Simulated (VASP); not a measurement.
# InP (F-43m) in VASP: phonons with PBE

Aim: the phonons of InP with PBE.

Program: VASP 6.6.1. These are calculated values, not measurements. Logs are shortened: lines on timing, memory, paths and dates and some standing lists are left out, and cuts for length are marked.

**Experimental background.**

From a printed reference work, textbook, for a bulk crystal of InP at 300 K: high-frequency dielectric constant 9.61.

The results are compared with them further down.

### Step 1. The crystal as given

It takes space group F-43m (No. 216, cubic). Conventional cell: a = 5.958 Å, b = 5.958 Å, c = 5.958 Å, α = 90.00°, β = 90.00°, γ = 90.00°. Around In (site symmetry -43m) lie 4 P at 2.58 Å. P (site symmetry -43m) is surrounded by 4 In at 2.58 Å.

### Step 2. Phonons, PBE

POSCAR reads:

```
InP
1.0
    0.0000000000      2.9791538216      2.9791538216
    2.9791538216      0.0000000000      2.9791538216
    2.9791538216      2.9791538216      0.0000000000
  In              P
     1     1
Direct
     0.0000000000000000    0.0000000000000000    0.0000000000000000
     0.2500000000000000    0.2500000000000000    0.2500000000000000
```

INCAR.step1 reads:

```
SYSTEM = InP
PREC = Accurate
ENCUT = 600
EDIFF = 1E-8
ISMEAR = 0
SIGMA = 0.03
LREAL = .FALSE.
LASPH = .TRUE.
NELM = 80
ALGO = Normal
ISIF = 3
LWAVE = .FALSE.
LCHARG = .FALSE.
GGA = PE
IBRION = 2
NSW = 40
EDIFFG = -0.002
```

INCAR.step2 reads:

```
SYSTEM = InP
PREC = Accurate
ENCUT = 600
EDIFF = 1E-8
ISMEAR = 0
SIGMA = 0.03
LREAL = .FALSE.
LASPH = .TRUE.
NELM = 80
ALGO = Normal
ISIF = 2
LWAVE = .FALSE.
LCHARG = .FALSE.
GGA = PE
IBRION = 6
NFREE = 2
POTIM = 0.015
NSW = 1
LEPSILON = .TRUE.
```

KPOINTS reads:

```
regular mesh
0
Monkhorst
  14 14 14
  0 0 0
```

Potentials or basis: VASP PAW PBE potentials, release 64 (In_d, P).

The run is started by

```console
cat potpaw_PBE.64/In_d/POTCAR potpaw_PBE.64/P/POTCAR > POTCAR
cp INCAR.step1 INCAR
mpirun -np 1 vasp_std > vasp.out
cp CONTCAR POSCAR
cp INCAR.step2 INCAR
mpirun -np 1 vasp_std > vasp.out
```

OUTCAR:

```text
SYSTEM = InP
   PREC = Accurate
   ENCUT = 600
   EDIFF = 1E-8
   ISMEAR = 0
   LREAL = .FALSE.
   LASPH = .TRUE.
   NELM = 80
   ISIF = 2
   GGA = PE
   IBRION = 6
   NFREE = 2
   POTIM = 0.015
   NSW = 1
   LEPSILON = .TRUE.

 ion  position               nearest neighbor table
   1  0.000  0.000  0.000-   2 2.58   2 2.58   2 2.58   2 2.58
   2  0.250  0.250  0.250-   1 2.58   1 2.58   1 2.58   1 2.58

  LATTYP: Found a face centered cubic cell.
 ALAT       =     5.9596088616

  Lattice vectors:

 A1 = (   0.0000000000,   2.9798044308,   2.9798044308)
 A2 = (   2.9798044308,   0.0000000000,   2.9798044308)
 A3 = (   2.9798044308,   2.9798044308,   0.0000000000)

Analysis of symmetry for initial positions (statically):
=====================================================================
 Subroutine PRICEL returns:
 Original cell was already a primitive cell.

 Routine SETGRP: Setting up the symmetry group for a
 face centered cubic supercell.

 Subroutine GETGRP returns: Found 24 space group operations
 (whereof 24 operations were pure point group operations)
 out of a pool of 48 trial point group operations.

The static configuration has the point symmetry T_d .

Analysis of symmetry for dynamics (positions and initial velocities):
=====================================================================
 Subroutine PRICEL returns:
 Original cell was already a primitive cell.

 Routine SETGRP: Setting up the symmetry group for a
 face centered cubic supercell.

 Subroutine GETGRP returns: Found 24 space group operations
 (whereof 24 operations were pure point group operations)
 out of a pool of 48 trial point group operations.

The dynamic configuration has the point symmetry T_d .

 Subroutine INISYM returns: Found 24 space group operations
 (whereof 24 operations are pure point group operations),
 and found     1 'primitive' translations

----------------------------------------------------------------------------------------

                                     Primitive cell

  volume of cell :      52.9168

  direct lattice vectors                    reciprocal lattice vectors
     0.000000000  2.979804431  2.979804431    -0.167796247  0.167796247  0.167796247
     2.979804431  0.000000000  2.979804431     0.167796247 -0.167796247  0.167796247
     2.979804431  2.979804431  0.000000000     0.167796247  0.167796247 -0.167796247

  length of vectors
     4.214079839  4.214079839  4.214079839     0.290631625  0.290631625  0.290631625

  position of ions in fractional coordinates (direct lattice)
     0.000000000  0.000000000  0.000000000
     0.250000000  0.250000000  0.250000000

  ion indices of the primitive-cell ions
   primitive index   ion index
                 1           1
                 2           2

----------------------------------------------------------------------------------------

 KPOINTS: regular mesh

Automatic generation of k-mesh.
 Grid dimensions read from file:
 generate k-points for:   14   14   14

 Generating k-lattice:

  Cartesian coordinates                     Fractional coordinates (reciprocal lattice)
    -0.011985446  0.011985446  0.011985446     0.071428571  0.000000000  0.000000000
     0.011985446 -0.011985446  0.011985446     0.000000000  0.071428571  0.000000000
     0.011985446  0.011985446 -0.011985446     0.000000000  0.000000000  0.071428571

  Length of vectors
     0.020759402  0.020759402  0.020759402

[... 155 lines left out ...]

 PIEZOELECTRIC TENSOR (including local field effects)  for field in x, y, z        (e  Angst)
          XX          YY          ZZ          XY          YZ          ZX
  --------------------------------------------------------------------------------
  x    -0.00000     0.00000    -0.00000     0.00000    -2.74800     0.00000
  y     0.00000     0.00000    -0.00000    -0.00000     0.00000    -2.74800
  z    -0.00000    -0.00000    -0.00000    -2.74800    -0.00000    -0.00000

 PIEZOELECTRIC TENSOR (including local field effects)  for field in x, y, z        (C/m^2)
          XX          YY          ZZ          XY          YZ          ZX
  --------------------------------------------------------------------------------
  x    -0.00000     0.00000    -0.00000     0.00000    -0.83202     0.00000
  y     0.00000     0.00000    -0.00000    -0.00000     0.00000    -0.83202
  z    -0.00000    -0.00000    -0.00000    -0.83202    -0.00000    -0.00000

 BORN EFFECTIVE CHARGES (including local field effects) (in |e|, cummulative output)
 ---------------------------------------------------------------------------------
 ion    1
    1     2.62004    -0.00000    -0.00000
    2     0.00000     2.62004    -0.00000
    3     0.00000     0.00000     2.62004
 ion    2
    1    -2.62004     0.00000     0.00000
    2    -0.00000    -2.62004     0.00000
    3    -0.00000    -0.00000    -2.62004

--------------------------------------- Ionic step        2  -------------------------------------------
[... 107 lines left out ...]
--------------------------------------- Ionic step        5  -------------------------------------------

 number of electron      17.9999999 magnetization

 Free energy of the ion-electron system (eV)
  ---------------------------------------------------
  ext. energy  EPLUGINS =         0.00000000
  ---------------------------------------------------
  free energy    TOTEN  =        -8.40789010 eV

  energy without entropy =       -8.40789010  energy(sigma->0) =       -8.40789010

 E-fermi :   4.8565     XC(G=0):  -9.0630

 val. band max:        4.6666055855   @ k =   0.0357   0.0357   0.0357
 cond. band min:       5.3559442065   @ k =   0.0357   0.0357   0.0357
 fundamental gap:      0.6893386210
 Fermi energy:         4.8565296096

 k-point     1 :       0.0357    0.0357    0.0357
  band No.  band energies     occupation
      1      -9.4425      2.00000
      2      -9.4388      2.00000
      3      -9.4355      2.00000
      4      -9.3102      2.00000
      5      -9.3102      2.00000
      6      -6.5172      2.00000
      7       4.3352      2.00000
      8       4.6309      2.00000
      9       4.6666      2.00000
     10       5.3559      0.00000
     11       8.7512      0.00000
     12       8.7529      0.00000
     13       8.7792      0.00000
[... 354 lines left out ...]
  band No.  band energies     occupation
      1      -9.5093      2.00000
      2      -9.4132      2.00000
      3      -9.4070      2.00000
      4      -9.3119      2.00000
      5      -9.3020      2.00000
      6      -5.6063      2.00000
      7       0.6518      2.00000
      8       3.3917      2.00000
      9       4.0419      2.00000
     10       6.7690      0.00000
     11       9.2470      0.00000
     12       9.6773      0.00000
     13      10.2380      0.00000

 [... further k-points ...]

------------------------ aborting loop because EDIFF is reached ----------------------------------------

  FORCE on cell =-STRESS in cart. coord.  units (eV):
  Direction    XX          YY          ZZ          XY          YZ          ZX
  --------------------------------------------------------------------------------------
  -------------------------------------------------------------------------------------
  Total       -0.0035523     -0.0013942     -0.0013942     -0.0000000      0.1012204      0.0000000
  in kB       -0.1075548     -0.0422128     -0.0422128     -0.0000000      3.0646808      0.0000000
  external PRESSURE =      -0.0639934 kB  Pullay stress =       0.0000000 kB
[... 17 lines left out ...]
  FREE ENERGIE OF THE ION-ELECTRON SYSTEM (eV)
  ---------------------------------------------------
  free  energy   TOTEN  =        -8.4078901015 eV

  energy  without entropy=       -8.4078901015  energy(sigma->0) =       -8.40789010

 INTERNAL STRAIN TENSORS FROM DISPLACED ATOMS
 ============================================

 INTERNAL STRAIN TENSOR FOR ION    1 for displacements in x,y,z  (eV/Angst):
          X           Y           Z          XY          YZ          ZX
  --------------------------------------------------------------------------------
  x    -0.00000    -0.00000    -0.00000     0.00000     6.76810    -0.00000
  y    -0.00000    -0.00000    -0.00000     0.00000     0.00000     6.76810
  z    -0.00000    -0.00000    -0.00000     6.76810    -0.00000     0.00000

 INTERNAL STRAIN TENSOR FOR ION    2 for displacements in x,y,z  (eV/Angst):
          X           Y           Z          XY          YZ          ZX
  --------------------------------------------------------------------------------
  x     0.00000    -0.00000    -0.00000    -0.00000    -6.75805     0.00000
  y    -0.00000    -0.00000    -0.00000    -0.00000    -0.00000    -6.75805
  z    -0.00000    -0.00000     0.00000    -6.75805     0.00000    -0.00000

 Eigenvectors and eigenvalues of the dynamical matrix
 ----------------------------------------------------

   1 f  =    8.480917 THz    53.287171 2PiTHz  282.892932 cm-1    35.074238 meV
             X         Y         Z           dx          dy          dz
      0.000000  0.000000  0.000000     0.000000   -0.460972   -0.000000
      1.489902  1.489902  1.489902     0.000000    0.887415    0.000000
[... 21 lines left out ...]
   6 f/i=    0.000466 THz     0.002929 2PiTHz    0.015549 cm-1     0.001928 meV
             X         Y         Z           dx          dy          dz
      0.000000  0.000000  0.000000     0.000000    0.557688    0.690282
      1.489902  1.489902  1.489902     0.000000    0.289694    0.358571

--------------------------------------------------------------------------------------------------------

 MACROSCOPIC STATIC DIELECTRIC TENSOR IONIC CONTRIBUTION
 ------------------------------------------------------
           3.269605     0.000000    -0.000000
           0.000000     3.269605     0.000000
          -0.000000     0.000000     3.269605
 ------------------------------------------------------

 ELASTIC MODULI CONTR FROM IONIC RELAXATION (kBar)
 Direction    XX          YY          ZZ          XY          YZ          ZX
 --------------------------------------------------------------------------------
 XX          -0.0000     -0.0000     -0.0000      0.0000      0.0000      0.0000
 YY          -0.0000     -0.0000     -0.0000      0.0000      0.0000      0.0000
 ZZ          -0.0000     -0.0000     -0.0000      0.0000      0.0000      0.0000
 XY           0.0000      0.0000      0.0000   -192.8914      0.0000      0.0000
 YZ           0.0000      0.0000      0.0000      0.0000   -192.8914     -0.0000
 ZX           0.0000      0.0000      0.0000      0.0000     -0.0000   -192.8914
 --------------------------------------------------------------------------------

 PIEZOELECTRIC TENSOR IONIC CONTR  for field in x, y, z        (C/m^2)
          XX          YY          ZZ          XY          YZ          ZX
  --------------------------------------------------------------------------------
  x    -0.00000    -0.00000    -0.00000    -0.00000     0.74727     0.00000
  y    -0.00000    -0.00000    -0.00000    -0.00000     0.00000     0.74727
  z    -0.00000    -0.00000    -0.00000     0.74727    -0.00000     0.00000
```

Run time: 60 min. Hardware: 1 thread of Intel Xeon 6975P-C (Granite Rapids), shared host; peak memory 2.6 GiB.

What came out:

| Property | Result |
| --- | --- |
| Relaxed volume | 26.46 Å³/atom |
| Relaxed cell | a = 4.214 Å, b = 4.214 Å, c = 4.214 Å, α = 60.00°, β = 60.00°, γ = 60.00° |
| Space group after relaxing (to 0.05 Å) | F-43m (No. 216) |
| Electronic dielectric tensor (diagonal) | 11.78 |
| Born charges (mean of the diagonal) | In +2.62; P -2.62 e |
| Highest phonon frequency at Γ, LO-TO splitting left out | 283 cm⁻¹ |

Final structure:
```yaml
crystal:
  lattice:
    - [0.00000, 2.97980, 2.97980]
    - [2.97980, 0.00000, 2.97980]
    - [2.97980, 2.97980, 0.00000]
  atoms:
    - { symbol: In, position: [0.00000, 0.00000, 0.00000] }
    - { symbol: P, position: [0.25000, 0.25000, 0.25000] }
```

Phonon frequencies in cm⁻¹ (negative: imaginary):
| q point | frequencies |
| --- | --- |
| (0.000, 0.000, 0.000) | 0 0 0 283 283 283 |

Electronic dielectric tensor:
```
11.78  0.00  0.00
 0.00 11.78  0.00
 0.00  0.00 11.78
```

Born effective charge tensors (e):
atom 1, In
```
2.62 0.00 0.00
0.00 2.62 0.00
0.00 0.00 2.62
```
atom 2, P
```
-2.62  0.00  0.00
 0.00 -2.62  0.00
 0.00  0.00 -2.62
```

### Step 3. Comparison with measurements

Step 2. A measured high-frequency dielectric constant of InP is 9.61 (300 K; a printed reference work, textbook); the calculated 11.78 misses it by +22.6 %.
